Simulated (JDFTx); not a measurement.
Cu under changes of volume

One of the cells (11.458 Å³/atom); the others are scaled copies at fixed shape and fractional positions:

```
Cu
1.0
    -1.44279    1.44279    1.37608
     1.44279   -1.44279    1.37608
     1.44279    1.44279   -1.37608
Cu
1
Direct
  0.00000 0.00000 0.00000
```

This isn't the form of Cu at room conditions, which is fcc.

```yaml
Program: JDFTx 1.7.0 (patched build)
Functional: PBEsol
Potentials_or_basis: PseudoDojo-SR-PBEsol-0.4.1-standard with smoothed tails
Cutoff: 1252 eV
Density_cutoff: 5007 eV
k_mesh: 13 × 13 × 13
Occupations: fermi-dirac, width 0.05 eV
Spin: no spin polarisation
```

| volume (Å³/atom) | energy over the lowest point (meV/atom) | pressure (GPa) |
| --- | --- | --- |
| 10.771 | 16.30 | 9.9 |
| 11.000 | 5.20 | 5.6 |
| 11.229 | 0.00 | 1.7 |
| 11.458 | 0.00 | -1.7 |
| 11.687 | 4.57 | -4.7 |
| 11.916 | ? | ? |
| 12.146 | 25.37 | -9.7 |

Q: What does the run at 11.916 Å³/atom give?

A: Energy over the lowest point 13.20 meV/atom; pressure -7.3 GPa.

Worked out: A Birch-Murnaghan fit of order 3 (a polynomial in V^(-2/3)) to the other rows has its minimum at 11.34 Å³/atom with B0 = V·E''(V) = 169 GPa and B' = 5.3 at fixed shape and positions, which overstates the stiffness. It gives 13.17 meV/atom at 11.916 Å³/atom, against the run's 13.20, and -dE/dV = -7.3 GPa, against -7.3.

Energies are extrapolated to zero smearing.
